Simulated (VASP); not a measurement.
# TaN (Fm-3m) in VASP: further runs

The runs below take TaN through single point, with PBE.

Everything below comes from runs of VASP 6.6.1. Logs are shortened: lines on timing, memory, paths and dates and some standing lists are left out, and cuts for length are marked.

### Step 1. Starting point

It takes space group Fm-3m (No. 225, cubic). Conventional cell: a = 4.423 Å, b = 4.423 Å, c = 4.423 Å, α = 90.00°, β = 90.00°, γ = 90.00°. Ta (site symmetry m-3m) has 6 N at 2.21 Å as nearest neighbours. N (site symmetry m-3m) is surrounded by 6 Ta at 2.21 Å.

The cell comes from a database or a generator and needn't be the stable form of this composition.

### Step 2. Single point, PBE

Contents of INCAR:

```
SYSTEM = TaN
  PREC = Accurate
  ENCUT = 340
  EDIFF = 1E-7
  ISMEAR = 0
  SIGMA = 0.05
  LREAL = .FALSE.
  LASPH = .TRUE.
  NELM = 100
  ALGO = Normal
  ISIF = 2
  LWAVE = .FALSE.
  LCHARG = .FALSE.
  GGA = PE
  ADDGRID = .FALSE.
```

Contents of KPOINTS:

```
Automatic mesh
0
G
  9 9 9
  0 0 0
```

Contents of POSCAR:

```
TaN
1.0
    0.0000000000      2.2113230000      2.2113230000
    2.2113230000      0.0000000000      2.2113230000
    2.2113230000      2.2113230000      0.0000000000
Ta N
1 1
Direct
    0.5000000000      0.5000000000      0.5000000000
    0.0000000000      0.0000000000      0.0000000000
```

Potentials or basis: VASP PAW PBE potentials, release 64 (Ta_pv, N).

The run is started by

```bash
> cat potpaw_PBE.64/Ta_pv/POTCAR potpaw_PBE.64/N/POTCAR > POTCAR
> mpirun -np 1 vasp_std > vasp.out
```

OUTCAR:

```text
SYSTEM = TaN
   PREC = Accurate
   ENCUT = 340
   EDIFF = 1E-7
   ISMEAR = 0
   LREAL = .FALSE.
   LASPH = .TRUE.
   NELM = 100
   ISIF = 2
   GGA = PE

 Found     35 irreducible k-points:

 Following reciprocal coordinates:
            Coordinates               Weight
  0.000000  0.000000  0.000000      1.000000
  0.111111  0.000000  0.000000      8.000000
  0.222222  0.000000  0.000000      8.000000
  0.333333  0.000000  0.000000      8.000000
  0.444444  0.000000  0.000000      8.000000
  0.111111  0.111111  0.000000      6.000000
   k-points           NKPTS =     35   k-points in BZ     NKDIM =     35   number of bands    NBANDS=     12
   number of dos      NEDOS =    301   number of ions     NIONS =      2
   total plane-waves  NPLWV =   8000
   dimension x,y,z NGX =    20 NGY =   20 NGZ =   20
   dimension x,y,z NGXF=    40 NGYF=   40 NGZF=   40
   ions per type =               1   1
   NGX,Y,Z   is equivalent  to a cutoff of  10.63, 10.63, 10.63 a.u.
   NGXF,Y,Z  is equivalent  to a cutoff of  21.26, 21.26, 21.26 a.u.
 SYSTEM =  TaN
   PREC   = accura    normal or accurate (medium, high low for compatibility)
   ISTART =      0    job   : 0-new  1-cont  2-samecut
   ICHARG =      2    charge: 1-file 2-atom 10-const
   ISPIN  =      1    spin polarized calculation?
   LNONCOLLINEAR =      F non collinear calculations
   LSORBIT =      F    spin-orbit coupling
   LASPH  =      T    aspherical Exc in radial PAW
   ENCUT  =  340.0 eV  24.99 Ry    5.00 a.u.   4.70  4.70  4.70*2*pi/ulx,y,z
   NELM   =    100;   NELMIN=  2; NELMDL= -5     # of ELM steps
   EDIFF  = 0.1E-06   stopping-criterion for ELM
   LREAL  =      F    real-space projection
   EDIFFG = 0.1E-05   stopping-criterion for IOM
   NSW    =      0    number of steps for IOM
   IBRION =     -1    ionic relax: 0-MD 1-quasi-New 2-CG
   NFREE  =      0    steps in history (QN), initial steepest desc. (CG)
   ISIF   =      2    stress and relaxation
   ISYM   =      2    0-nonsym 1-usesym 2-fastsym
   POTIM  = 0.5000    time-step for ionic-motion
   TEBEG  =    0.0;   TEEND  =   0.0 temperature during run
   PSTRESS=    0.0 pullay stress
   NELECT =      16.0000    total number of electrons
   NUPDOWN=      -1.0000    fix difference up-down
   EMIN   =  10.00;   EMAX   =-10.00  energy-range for DOS
   EFERMI =   0.00;   METHOD = LEGACY
   ISMEAR =     0;   SIGMA  =   0.05  broadening in eV -4-tet -1-fermi 0-gaus
   EFERMI_NEDOS =   21; number of points for ismear=-14 and -15
   IALGO  =     38    algorithm
   IMIX   =      4    mixing-type and parameters
     AMIX     =   0.40;   BMIX     =  1.00
     AMIX_MAG =   1.60;   BMIX_MAG =  1.00
  volume/ion in A,a.u.               =      10.81        72.97
  Fermi-wavevector in a.u.,A,eV,Ry     =   1.480651  2.798024 29.828417  2.192327
  Thomas-Fermi vector in A             =   2.594659
   LORBIT       =      0    0 simple, 1 ext, 2 COOP (PROOUT), +10 PAW based schemes
   GGA     = PE    functional components
   LHFCALC =     F    Hartree Fock is set to
   AEXX    =    0.0000 exact exchange contribution
   IVDW    =     0    specifies the selected vdW correction
   LEPSILON=     F    determine dielectric tensor
   LRPA    =     F    only Hartree local field effects (RPA)
 non-spin polarized calculation
 Gauss-broadening in eV      SIGMA  =   0.05
  energy-cutoff  :      340.00
  volume of cell :       21.63
 maximum number of plane-waves:       331
   NGX =  9   NGY =  9   NGZ =  9

 number of electron      16.0000007 magnetization

 Free energy of the ion-electron system (eV)
  ---------------------------------------------------
  ext. energy  EPLUGINS =         0.00000000
  ---------------------------------------------------
  free energy    TOTEN  =       -21.80999699 eV

  energy without entropy =      -21.80893554  energy(sigma->0) =      -21.80946627

 E-fermi :   9.2666     XC(G=0): -13.3486

 val. band max:        9.1707058330   @ k =  -0.4444   0.2222   0.1111
 cond. band min:       9.3049063124   @ k =  -0.2222   0.2222   0.0000
 fundamental gap:      0.1342004794
 Fermi energy:         9.2666398153

 k-point     1 :       0.0000    0.0000    0.0000
  band No.  band energies     occupation
      1     -26.4488      2.00000
      2     -26.4488      2.00000
      3     -26.4488      2.00000
      4      -9.4088      2.00000
      5       5.5620      2.00000
      6       5.5620      2.00000
      7       5.5620      2.00000
      8       7.3023      2.00000
      9       7.3023      2.00000
     10       7.3023      2.00000
     11       9.4190      0.00002
     12       9.4190      0.00002

 k-point     2 :       0.1111    0.0000    0.0000
  band No.  band energies     occupation
      1     -26.5488      2.00000
      2     -26.4580      2.00000
      3     -26.4580      2.00000
      4      -9.1245      2.00000
      5       4.2941      2.00000
      6       4.7212      2.00000
      7       4.7212      2.00000
      8       7.7233      2.00000
      9       7.7233      2.00000
     10       7.7745      2.00000
     11      10.4974      0.00000
     12      10.4974      0.00000

 k-point     3 :       0.2222    0.0000    0.0000
  band No.  band energies     occupation
      1     -26.7938      2.00000
      2     -26.4813      2.00000
      3     -26.4813      2.00000
      4      -8.3676      2.00000
      5       2.2641      2.00000
      6       3.4464      2.00000
      7       3.4464      2.00000
      8       8.3930      2.00000
      9       8.6776      2.00000
     10       8.6776      2.00000
     11      12.6277      0.00000
     12      12.6277      0.00000

 k-point     4 :       0.3333    0.0000    0.0000
  band No.  band energies     occupation
      1     -27.0589      2.00000
      2     -26.5076      2.00000
      3     -26.5076      2.00000
      4      -7.3929      2.00000
      5       0.4545      2.00000
      6       2.4776      2.00000
      7       2.4776      2.00000
      8       9.4204      0.00001
      9       9.9646      0.00000
     10       9.9646      0.00000
     11      14.2589      0.00000
     12      14.8342      0.00000

 k-point     5 :       0.4444    0.0000    0.0000
  band No.  band energies     occupation
      1     -27.2251      2.00000
      2     -26.5247      2.00000
      3     -26.5247      2.00000
      4      -6.6231      2.00000
      5      -0.7134      2.00000
      6       1.9681      2.00000
      7       1.9681      2.00000
      8      10.8859      0.00000
      9      11.0421      0.00000
     10      11.0421      0.00000
     11      13.5237      0.00000
     12      16.4674      0.00000

 k-point     6 :       0.1111    0.1111    0.0000
  band No.  band energies     occupation
      1     -26.5429      2.00000
      2     -26.4802      2.00000
      3     -26.4802      2.00000
      4      -9.0482      2.00000
      5       3.5488      2.00000
      6       5.0117      2.00000
      7       5.0117      2.00000
      8       6.7507      2.00000
      9       8.4873      2.00000
     10       8.4873      2.00000
     11       9.6179      0.00000
     12      10.4531      0.00000

 [... further k-points ...]

------------------------ aborting loop because EDIFF is reached ----------------------------------------

  FORCE on cell =-STRESS in cart. coord.  units (eV):
  Direction    XX          YY          ZZ          XY          YZ          ZX
  --------------------------------------------------------------------------------------
  -------------------------------------------------------------------------------------
  Total       -1.5556667     -1.5556667     -1.5556667      0.0000000      0.0000000      0.0000000
  in kB     -115.2499130   -115.2499130   -115.2499130      0.0000000      0.0000000      0.0000000
  external PRESSURE =    -115.2499130 kB  Pullay stress =       0.0000000 kB

 VOLUME and BASIS-vectors are now :
 -----------------------------------------------------------------------------
  energy-cutoff  :      340.00
  volume of cell :       21.63
      direct lattice vectors                 reciprocal lattice vectors
     0.000000000  2.211323000  2.211323000    -0.226108985  0.226108985  0.226108985
     2.211323000  0.000000000  2.211323000     0.226108985 -0.226108985  0.226108985
     2.211323000  2.211323000  0.000000000     0.226108985  0.226108985 -0.226108985

 POSITION                                       TOTAL-FORCE (eV/Angst)
 -----------------------------------------------------------------------------------
      2.21132      2.21132      2.21132        -0.000000     -0.000000     -0.000000
      0.00000      0.00000      0.00000         0.000000      0.000000      0.000000
 -----------------------------------------------------------------------------------
    total drift:                                0.000000      0.000000      0.000000

  FREE ENERGIE OF THE ION-ELECTRON SYSTEM (eV)
  ---------------------------------------------------
  free  energy   TOTEN  =       -21.8099969920 eV

  energy  without entropy=      -21.8089355408  energy(sigma->0) =      -21.80946627
```

Run time: 5.1 s. Hardware: 1 thread of Intel Xeon Platinum 8488C (Sapphire Rapids), shared host; peak memory 0.12 GiB.

The run converged, but a check on its numbers failed (symmetry, net force, bounds or a known fault of this set-up), so they aren't taken as properties of the crystal.

Caveat: the cutoff lies under the usual one of these potentials, so the numbers hold a large basis-set error.

(Continued in part 2 of 2.)
